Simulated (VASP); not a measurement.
**MoS2: single point with LDA**

The system is MoS2, a sheet with vacuum.

```
S Mo
1.0
     3.17000    0.00000    0.00000
    -1.58500    2.74530    0.00000
     0.00000    0.00000   17.12000
S Mo
2 1
Direct
  0.66667 0.33333 0.40888
  0.66667 0.33333 0.59112
  0.33333 0.66667 0.50000
```

The cell was built by a generator and needn't be a form met in nature.

| Item | Value |
| --- | --- |
| Program | VASP 6.6.1 |
| Task | single point |
| Functional | LDA |
| Potentials or basis | VASP PAW LDA potentials, release 64 (S, Mo_sv) |
| Cutoff | 520 eV |
| k mesh | 12 × 12 × 1 |
| Occupations | gaussian, width 0.03 eV |
| Spin | no spin polarisation |
| Dipole correction | yes |
| Further INCAR settings | ALGO = Normal; EDIFF = 1e-06; NBANDS = 20 |

The largest force is 0.452 eV/Å and the band gap on the k mesh is 1.72 eV, direct.

Forces on the atoms (eV/Å):
```
S    0.000  0.000  0.452
S    0.000  0.000 -0.452
Mo   0.000  0.000  0.000
```

Levels at points of the mesh, in eV from the valence-band top:
| k point | band 10 | band 11 | band 12 | band 13 | band 14 | band 15 | band 16 | band 17 |
| --- | --- | --- | --- | --- | --- | --- | --- | --- |
| (0.00, 0.00, 0.00) | -1.77 | -1.47 | -1.47 | -0.01 | 2.82 | 2.82 | 3.09 | 3.09 |
| (0.50, 0.00, 0.00) | -3.15 | -1.84 | -0.90 | -0.60 | 2.31 | 2.82 | 3.89 | 4.39 |

Run time: 34 s on 1 thread of Intel(R) Xeon(R) 6975P-C (Granite Rapids) (shared host), peak memory 0.22 GiB.
